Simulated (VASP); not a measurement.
# Ni (Fm-3m) in VASP: further runs, part 2 of 2

VASP 6.6.1. Earlier steps stand in the parts before.

## 3. Single point, PBEsol, collinear spin, ferromagnetic start

Contents of INCAR:

```
SYSTEM = Ni
PREC = Accurate
ENCUT = 520
EDIFF = 1E-7
ISMEAR = 0
SIGMA = 0.1
LREAL = .FALSE.
LASPH = .TRUE.
NELM = 100
ALGO = Normal
ISIF = 2
LWAVE = .FALSE.
LCHARG = .FALSE.
ISPIN = 2
MAGMOM = 1
LORBIT = 11
LMAXMIX = 4
GGA = PS
```

Contents of KPOINTS:

```
regular mesh
0
G
  20 20 20
  0 0 0
```

Contents of POSCAR:

```
Ni
1.0
    0.0000000000      1.7756500000      1.7756500000
    1.7756500000      0.0000000000      1.7756500000
    1.7756500000      1.7756500000      0.0000000000
Ni
1
Direct
    0.0000000000      0.0000000000      0.0000000000
```

Potentials or basis: VASP PAW PBE potentials, release 64 (Ni).

The run is started by

```console
$ cat potpaw_PBE.64/Ni/POTCAR > POTCAR
$ mpirun -np 1 vasp_std > vasp.out
```

OUTCAR:

```text
SYSTEM = Ni
   PREC = Accurate
   ENCUT = 520
   EDIFF = 1E-7
   ISMEAR = 0
   LREAL = .FALSE.
   LASPH = .TRUE.
   NELM = 100
   ISIF = 2
   ISPIN = 2
   LORBIT = 11
   GGA = PS

 ion  position               nearest neighbor table
   1  0.000  0.000  0.000-

  LATTYP: Found a face centered cubic cell.
 ALAT       =     3.5513000000

  Lattice vectors:

 A1 = (   0.0000000000,   1.7756500000,   1.7756500000)
 A2 = (   1.7756500000,   0.0000000000,   1.7756500000)
 A3 = (   1.7756500000,   1.7756500000,   0.0000000000)

Analysis of symmetry for initial positions (statically):
=====================================================================
 Subroutine PRICEL returns:
 Original cell was already a primitive cell.

 Routine SETGRP: Setting up the symmetry group for a
 face centered cubic supercell.

 Subroutine GETGRP returns: Found 48 space group operations
 (whereof 48 operations were pure point group operations)
 out of a pool of 48 trial point group operations.

The static configuration has the point symmetry O_h .

Analysis of symmetry for dynamics (positions and initial velocities):
=====================================================================
 Subroutine PRICEL returns:
 Original cell was already a primitive cell.

 Routine SETGRP: Setting up the symmetry group for a
 face centered cubic supercell.

 Subroutine GETGRP returns: Found 48 space group operations
 (whereof 48 operations were pure point group operations)
 out of a pool of 48 trial point group operations.

The dynamic configuration has the point symmetry O_h .

Analysis of structural, dynamic, and magnetic symmetry:
=====================================================================
 Subroutine PRICEL returns:
 Original cell was already a primitive cell.

 Routine SETGRP: Setting up the symmetry group for a
 face centered cubic supercell.

 Subroutine GETGRP returns: Found 48 space group operations
 (whereof 48 operations were pure point group operations)
 out of a pool of 48 trial point group operations.

The overall configuration has the point symmetry O_h .

 Subroutine INISYM returns: Found 48 space group operations
 (whereof 48 operations are pure point group operations),
 and found     1 'primitive' translations

----------------------------------------------------------------------------------------

                                     Primitive cell

  volume of cell :      11.1970

  direct lattice vectors                    reciprocal lattice vectors
     0.000000000  1.775650000  1.775650000    -0.281587024  0.281587024  0.281587024
     1.775650000  0.000000000  1.775650000     0.281587024 -0.281587024  0.281587024
     1.775650000  1.775650000  0.000000000     0.281587024  0.281587024 -0.281587024

  length of vectors
     2.511148312  2.511148312  2.511148312     0.487723033  0.487723033  0.487723033

  position of ions in fractional coordinates (direct lattice)
     0.000000000  0.000000000  0.000000000

  ion indices of the primitive-cell ions
   primitive index   ion index
                 1           1

----------------------------------------------------------------------------------------

 KPOINTS: regular mesh

Automatic generation of k-mesh.
 Grid dimensions read from file:
 generate k-points for:   20   20   20

 Generating k-lattice:
[... 61 lines left out ...]
   NELM   =    100;   NELMIN=  2; NELMDL= -5     # of ELM steps
   EDIFF  = 0.1E-06   stopping-criterion for ELM
   LREAL  =      F    real-space projection
   EDIFFG = 0.1E-05   stopping-criterion for IOM
   NSW    =      0    number of steps for IOM
   IBRION =     -1    ionic relax: 0-MD 1-quasi-New 2-CG
   NFREE  =      0    steps in history (QN), initial steepest desc. (CG)
   ISIF   =      2    stress and relaxation
   ISYM   =      2    0-nonsym 1-usesym 2-fastsym
   POTIM  = 0.5000    time-step for ionic-motion
   TEBEG  =    0.0;   TEEND  =   0.0 temperature during run
   PSTRESS=    0.0 pullay stress
   NELECT =      10.0000    total number of electrons
   NUPDOWN=      -1.0000    fix difference up-down
   EMIN   =  10.00;   EMAX   =-10.00  energy-range for DOS
   EFERMI =   0.00;   METHOD = LEGACY
   ISMEAR =     0;   SIGMA  =   0.10  broadening in eV -4-tet -1-fermi 0-gaus
   EFERMI_NEDOS =   21; number of points for ismear=-14 and -15
   IALGO  =     38    algorithm
   IMIX   =      4    mixing-type and parameters
     AMIX     =   0.40;   BMIX     =  1.00
     AMIX_MAG =   1.60;   BMIX_MAG =  1.00
  volume/ion in A,a.u.               =      11.20        75.56
  Fermi-wavevector in a.u.,A,eV,Ry     =   1.576549  2.979246 33.817371  2.485507
  Thomas-Fermi vector in A             =   2.677365
   LORBIT       =     11    0 simple, 1 ext, 2 COOP (PROOUT), +10 PAW based schemes
   GGA     = PS    functional components
   LHFCALC =     F    Hartree Fock is set to
   AEXX    =    0.0000 exact exchange contribution
   IVDW    =     0    specifies the selected vdW correction
   LEPSILON=     F    determine dielectric tensor
   LRPA    =     F    only Hartree local field effects (RPA)
 spin polarized calculation
 Gauss-broadening in eV      SIGMA  =   0.10
  energy-cutoff  :      520.00
  volume of cell :       11.20
 maximum number of plane-waves:       313
   NGX =  9   NGY =  9   NGZ =  9

 number of electron      10.0000007 magnetization       0.6339585

 Free energy of the ion-electron system (eV)
  ---------------------------------------------------
  ext. energy  EPLUGINS =         0.00000000
  ---------------------------------------------------
  free energy    TOTEN  =        -6.10069387 eV

  energy without entropy =       -6.09139320  energy(sigma->0) =       -6.09604354

 E-fermi :   8.7903     XC(G=0): -13.2654

 val. band max:        8.7895825850   @ k =  -0.4500   0.5000   0.0500
 cond. band min:       8.7909826474   @ k =  -0.3000   0.3500   0.1000
 fundamental gap:      0.0014000624
 Fermi energy:         8.7903256401

 spin component 1

 k-point     1 :       0.0000    0.0000    0.0000
  band No.  band energies     occupation
      1      -0.0695      1.00000
      2       6.4268      1.00000
      3       6.4268      1.00000
      4       6.4268      1.00000
      5       7.5530      1.00000
      6       7.5530      1.00000
      7      32.2425      0.00000
      8      35.8575      0.00000
      9      35.8575      0.00000
     10      35.8575      0.00000
[... 287 lines left out ...]
 k-point    24 :      -0.3500    0.0500    0.0000
  band No.  band energies     occupation
      1       3.7235      1.00000
      2       6.5090      1.00000
      3       6.5615      1.00000
      4       6.6661      1.00000
      5       7.8748      1.00000
      6       8.2094      1.00000
      7      17.6714      0.00000
      8      30.1125      0.00000
      9      32.4045      0.00000
     10      34.1091      0.00000

 [... further k-points ...]

 spin component 2

 k-point     1 :       0.0000    0.0000    0.0000
  band No.  band energies     occupation
      1      -0.0865      1.00000
      2       7.1605      1.00000
      3       7.1605      1.00000
      4       7.1605      1.00000
      5       8.1704      1.00000
      6       8.1704      1.00000
      7      32.1206      0.00000
      8      35.8583      0.00000
      9      35.8583      0.00000
     10      35.8583      0.00000
[... 287 lines left out ...]
 k-point    24 :      -0.3500    0.0500    0.0000
  band No.  band energies     occupation
      1       3.9387      1.00000
      2       7.0379      1.00000
      3       7.1568      1.00000
      4       7.2027      1.00000
      5       8.6039      0.99581
      6       8.9058      0.05124
      7      17.9172      0.00000
      8      30.1122      0.00000
      9      32.4084      0.00000
     10      34.2163      0.00000

 [... further k-points ...]
[... 5 lines left out ...]
  --------------------------------------------------------------------------------------
  -------------------------------------------------------------------------------------
  Total       -0.9996680     -0.9996680     -0.9996680      0.0000000      0.0000000      0.0000000
  in kB     -143.0422389   -143.0422389   -143.0422389      0.0000000      0.0000000      0.0000000
  external PRESSURE =    -143.0422389 kB  Pullay stress =       0.0000000 kB

 VOLUME and BASIS-vectors are now :
 -----------------------------------------------------------------------------
  energy-cutoff  :      520.00
  volume of cell :       11.20
      direct lattice vectors                 reciprocal lattice vectors
     0.000000000  1.775650000  1.775650000    -0.281587024  0.281587024  0.281587024
     1.775650000  0.000000000  1.775650000     0.281587024 -0.281587024  0.281587024
     1.775650000  1.775650000  0.000000000     0.281587024  0.281587024 -0.281587024

 POSITION                                       TOTAL-FORCE (eV/Angst)
 -----------------------------------------------------------------------------------
      0.00000      0.00000      0.00000        -0.000000     -0.000000     -0.000000
 -----------------------------------------------------------------------------------
    total drift:                               -0.000000     -0.000000     -0.000000

  FREE ENERGIE OF THE ION-ELECTRON SYSTEM (eV)
  ---------------------------------------------------
  free  energy   TOTEN  =        -6.1006938737 eV

  energy  without entropy=       -6.0913931980  energy(sigma->0) =       -6.09604354

 total charge

# of ion       s       p       d       tot
------------------------------------------
    1        0.488   0.478   8.297   9.263

 magnetization (x)

# of ion       s       p       d       tot
------------------------------------------
    1       -0.006  -0.024   0.676   0.646
```

Run time: 39 s. Hardware: 1 thread of AMD EPYC 9R14 (Zen 4), shared host; peak memory 0.14 GiB.

What came out:

```yaml
Free_energy: -6.1007 eV
Pressure: -14.3 GPa
Band_gap_on_the_k_mesh: none (metal or under the smearing width)
Net_moment: 0.63 μB per cell
Site_moments: Ni +0.65 μB
Valence_electrons_inside_the_program's_atomic_spheres: Ni 9.26
```

Levels at points of the mesh, in eV from the Fermi level:
Spin up:
```tsv
k point	band 2	band 3	band 4	band 5	band 6	band 7	band 8	band 9
(0.00, 0.00, 0.00)	-2.36	-2.36	-2.36	-1.24	-1.24	23.45	27.07	27.07
(0.50, 0.00, 0.00)	-2.35	-2.35	-0.61	-0.61	-0.29	5.44	21.96	24.11
(0.50, 0.50, 0.00)	-4.06	-0.56	-0.48	-0.48	2.38	8.94	14.50	14.50
```
Spin down:
```csv
k point,band 2,band 3,band 4,band 5,band 6,band 7,band 8,band 9
"(0.00, 0.00, 0.00)",-1.63,-1.63,-1.63,-0.62,-0.62,23.33,27.07,27.07
"(0.50, 0.00, 0.00)",-1.72,-1.72,-0.33,0.15,0.15,5.86,21.84,24.20
"(0.50, 0.50, 0.00)",-3.45,0.09,0.36,0.36,2.36,9.20,14.52,14.52
```

Caveat: the PAW data sets were made with another functional, which shifts forces and pressure a little.

## 4. Relaxation of cell and atoms, PBEsol, collinear spin, ferromagnetic start

Contents of INCAR:

```
  PREC = Accurate
  ENCUT = 580
  EDIFF = 1E-7
  ISMEAR = 0
  SIGMA = 0.1
  LREAL = False
  LASPH = True
  NELM = 100
  ALGO = Normal
  ISIF = 3
  LWAVE = False
  LCHARG = False
  ISPIN = 2
  MAGMOM = 1
  LORBIT = 11
  LMAXMIX = 4
  GGA = PS
  IBRION = 2
  NSW = 90
  EDIFFG = -0.005
```

Contents of KPOINTS:

```
Automatic mesh
0
Gamma
  20 20 20
```

POSCAR is that of step 3.

The run is started by

```console
$ cat potpaw_PBE.64/Ni/POTCAR > POTCAR
$ mpirun -np 1 vasp_std > vasp.out
```

Run time: 2.5 min. Hardware: 1 thread of AMD EPYC 9R14 (Zen 4), shared host; peak memory 0.15 GiB.

The run converged. Its results:

```yaml
Free_energy: -6.1403 eV
Relaxed_volume: 10.38 Å³/atom
Relaxed_cell: a = 2.448 Å, b = 2.448 Å, c = 2.448 Å, α = 60.00°, β = 60.00°, γ = 60.00°
Space_group_after_relaxing_to_0.05_Å: Fm-3m (No. 225)
Energy_gained_by_relaxing: 39.8 meV/atom
Ionic_steps: 6
Pressure_after_relaxing: 0.0 GPa
Band_gap_on_the_k_mesh: none (metal or under the smearing width)
Net_moment: 0.62 μB per cell
Site_moments: Ni +0.63 μB
Valence_electrons_inside_the_program's_atomic_spheres: Ni 9.40
```

Step by step:
| step | energy change (eV) | largest force (eV/Å) | pressure (GPa) | volume (Å³) |
| --- | --- | --- | --- | --- |
| 1 | 0.0000 | 0.0000 | -14.38 | 11.20 |
| 2 | 0.0024 | 0.0000 | 19.97 | 9.65 |
| 3 | -0.0398 | 0.0000 | -0.19 | 10.39 |
| 4 | -0.0398 | 0.0000 | 0.17 | 10.37 |
| 5 | -0.0398 | 0.0000 | -0.18 | 10.38 |
| 6 | -0.0398 | 0.0000 | 0.02 | 10.38 |

Final structure:
```xyz
1
Lattice="0.0000 1.7311 1.7311 1.7311 0.0000 1.7311 1.7311 1.7311 0.0000" Properties=species:S:1:pos:R:3 pbc="T T T"
Ni    1.7311    1.7311    0.0000
```

Levels at points of the mesh, in eV from the Fermi level:
Spin up:
```csv
k point,band 3,band 4,band 5,band 6,band 7,band 8
"(0.00, 0.00, 0.00)",-2.55,-2.55,-1.30,-1.30,24.10,28.31
"(0.50, 0.00, 0.00)",-2.55,-0.58,-0.58,-0.43,5.99,22.57
"(0.50, 0.50, 0.00)",-0.54,-0.43,-0.43,2.42,9.62,15.21
```
Spin down:
| k point | band 2 | band 3 | band 4 | band 5 | band 6 | band 7 | band 8 | band 9 |
| --- | --- | --- | --- | --- | --- | --- | --- | --- |
| (0.00, 0.00, 0.00) | -1.83 | -1.83 | -1.83 | -0.69 | -0.69 | 23.99 | 28.31 | 28.31 |
| (0.50, 0.00, 0.00) | -1.93 | -1.93 | -0.46 | 0.16 | 0.16 | 6.41 | 22.47 | 25.54 |
| (0.50, 0.50, 0.00) | -3.87 | 0.10 | 0.40 | 0.40 | 2.41 | 9.89 | 15.24 | 15.24 |

Caveat: the PAW data sets were made with another functional, which shifts forces and pressure a little.

## 5. The runs side by side

| task | cell | k mesh | cutoff (eV) | mesh quality | gap on the mesh (eV) | pressure (GPa) | moment (μB) | relaxed volume (Å³/atom) |
| --- | --- | --- | --- | --- | --- | --- | --- | --- |
| relaxation of cell and atoms | relaxed | 8 × 8 × 8 | 600 | coarse | none | 0.0 | 0.70 | 10.39 |
| single point | as given | 20 × 20 × 20 | 520 | not flagged | none | -14.3 | 0.63 | - |
| relaxation of cell and atoms | relaxed | 20 × 20 × 20 | 580 | not flagged | none | 0.0 | 0.62 | 10.38 |

Alike in all rows: level PBEsol; potentials or basis VASP PAW PBE potentials, release 64 (Ni); spin collinear, ferromagnetic start; smearing gaussian 0.1 eV.

Caveats: some runs use coarse meshes; the PAW data sets were made with another functional, which shifts forces and pressure a little.

Absolute energies hang on the potentials; compare differences alone.
